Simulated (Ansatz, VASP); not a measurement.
## One calculation of CaSe, two programs

```xyz
2
Lattice="0.0000 3.3550 3.3550 3.3550 0.0000 3.3550 3.3550 3.3550 0.0000" Properties=species:S:1:pos:R:3 pbc="T T T"
Ca    0.0000    0.0000    0.0000
Se    1.6775    1.6775    1.6775
```

Change from the starting cell: hydrostatic strain +2.3%.

Alike in both runs: task single point; functional r2SCAN; k mesh 6 × 6 × 6; no spin polarisation.

|  | VASP | Ansatz |
| --- | --- | --- |
| version | VASP 6.6.1 | Ansatz 0.2.0 |
| potentials or method | VASP PAW PBE potentials, release 64 (Ca_sv, Se) | plane waves, PAW |
| plane-wave cutoff (eV) | 520 | 500 |
| occupations | gaussian, width 0.01 eV | fixed |
| valence electrons in the cell | 16 | 26 |

Ansatz gave:

```
gap on the k mesh at the Fermi level (eV) : 3.48
pressure (GPa)                            : -2.1
```

Question: Which values does VASP return?

Answer: gap on the k mesh at the Fermi level (eV): 3.47; pressure (GPa): -2.0.

The two sets of potentials don't hold the same shells in valence.

Caveats: the PAW data sets were made with another functional, which shifts forces and pressure a little (VASP). A k mesh can miss the band edges.
